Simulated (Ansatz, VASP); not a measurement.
## ZnSe in VASP and in Ansatz

INCAR

```
PREC = Accurate
ENCUT = 520
EDIFF = 1E-6
ISMEAR = 0
SIGMA = 0.05
LREAL = F
LASPH = T
NELM = 60
ALGO = Normal
ISIF = 2
LWAVE = F
LCHARG = T
GGA = PE
LELF = T
LVHAR = T
NBANDS = 16
```

File KPOINTS:

```
Automatic mesh
0
Gamma
  8 8 8
```

The input POSCAR:

```
ZnSe
1.0
    0.0000000000      2.6366465291      2.9805569459
    2.6366465291      0.0000000000      2.9805569459
    2.6366465291      2.6366465291      0.0000000000
Zn Se
1 1
Direct
    0.0000000000      0.0000000000      0.0000000000
    0.7500000000      0.7500000000      0.7500000000
```

Input for Ansatz:

```yaml
crystal:
  lattice:
    - [0.0, 2.6366465291, 2.9805569459]
    - [2.6366465291, 0.0, 2.9805569459]
    - [2.6366465291, 2.6366465291, 0.0]
  atoms:
    - { symbol: Zn, position: [0.0, 0.0, 0.0] }
    - { symbol: Se, position: [0.75, 0.75, 0.75] }
basis:
  ecutwfc: 420
kpoints:
  mp_grid: { grid: [8, 8, 8] }
hamiltonian:
  xc: pbe
scf:
  occupations: { method: gaussian, width: 0.05 }
output:
  forces: true
  stress: true
  eigenvalues: true
```

Change from the starting cell: strain -0.080 along x and y, +0.040 along z, atoms carried along.

Alike in both runs: task single point; functional PBE; k mesh 8 × 8 × 8; occupations gaussian, width 0.05 eV; no spin polarisation.

```csv
,VASP,Ansatz
version,VASP 6.6.1,Ansatz 0.2.0
potentials or method,"VASP PAW PBE potentials, release 64 (Zn, Se)","scalar-relativistic, plane waves, PAW"
plane-wave cutoff (eV),520,420
valence electrons in the cell,18,28
```

```tsv
	VASP	Ansatz	Ansatz less VASP
gap on the k mesh at the Fermi level (eV)	1.41	1.41	-0.006
least direct gap on the mesh (eV)	1.41	1.41	-0.006
pressure (GPa)	9.6	9.3	-0.33
largest component of the traceless stress (GPa)	3.29	3.33	+0.037
```

The two sets of potentials don't hold the same shells in valence.
